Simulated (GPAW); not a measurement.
Runs of GPAW 26.7.0 on BaTiO3. Symmetry: P4mm, No. 99, tetragonal system. Conventional cell: a = 4.000 Å, b = 4.000 Å, c = 4.018 Å, α = 90.00°, β = 90.00°, γ = 90.00°. Around Ba (site symmetry 4mm) lie 12 O at 2.79 to 2.88 Å. Ti (site symmetry 4mm) is surrounded by 6 O at 1.89 to 2.13 Å. O (site symmetry 2mm) has 2 Ti at 2.00 Å as nearest neighbours. Around O (site symmetry 4mm) lie 2 Ti at 1.89 to 2.13 Å. 

```tsv
task	level	potentials or basis	U	cell	k mesh	cutoff (eV)	smearing	older calculator (legacy_gpaw)	optimizer	fmax	max steps	kernel	mesh quality	gap on the mesh (eV)	pressure (GPa)	relaxed volume (Å³/atom)	largest force (eV/Å)
relaxation of cell and atoms	revPBE+D3(BJ)	the program's PAW data sets (release 1.2.1) made for this functional, pw	-	relaxed	4 × 4 × 4	800	fermi-dirac 0.05 eV	-	BFGS	0.02 eV/Å	40	-	coarse	1.85	-0.1	13.07	0.02
relaxation of cell and atoms	SCAN+D3(BJ)	GPAW PAW data sets (gpaw-data 1.2.1), pw	-	relaxed	4 × 4 × 4	800	fermi-dirac 0.05 eV	-	BFGS	0.05 eV/Å	40	-	coarse	(a)	0.0	12.93	-
single point	PBE	GPAW PAW data sets (gpaw-data 1.2.1), pw	-	as given	7 × 7 × 7	800	fermi-dirac 0.05 eV	-	-	-	-	-	not flagged	1.91	(c)	-	(d)
eps q	LDA+U	the program's PAW data sets (release 1.2.1) made for this functional, pw	Ti d U = 1 eV	as given	6 × 6 × 6	600	fermi-dirac 0.001 eV	-	-	-	-	RPA	not flagged	1.85	-	-	-
relaxation of cell and atoms	r2SCAN+D4	GPAW PAW data sets (gpaw-data 1.2.1), pw	-	relaxed	4 × 4 × 4	800	fermi-dirac 0.05 eV	-	BFGS	0.02 eV/Å	60	-	coarse	2.21	-0.1	13.01	0.01
band structure	PBE+U	GPAW PAW data sets (gpaw-data 1.2.1), pw	Ti d U = 4.5 eV	as given	4 × 4 × 4	800	fermi-dirac 0.05 eV	-	-	-	-	-	coarse	2.46	(b)	-	0.41
relaxation of cell and atoms	PBE+D4	GPAW PAW data sets (gpaw-data 1.2.1), pw	-	relaxed	4 × 4 × 4	800	fermi-dirac 0.05 eV	-	FIRE	0.02 eV/Å	40	-	coarse	1.83	0.1	13.12	0.02
```

Alike in all rows: no spin polarisation.

Task: Estimate the missing entries.

Result: (a) 2.24; (b) 5.8; (c) 3.8; (d) 0.25.

Caveats: spin-orbit coupling is left out, which moves the levels of the heavy elements; later steps reuse the first step's grids (some runs); the PAW data sets were made with another functional, which shifts forces and pressure a little (some runs); the forces don't sum to zero, a sign of grid noise (some runs); an odd mesh through Γ misses points on the zone boundary, where band edges often lie (some runs); response on these states lacks terms of the Hamiltonian (some runs).

A k mesh can miss the band edges, and the runs leave out spin-orbit coupling on Ba.

Not every run made on this cell is shown here.
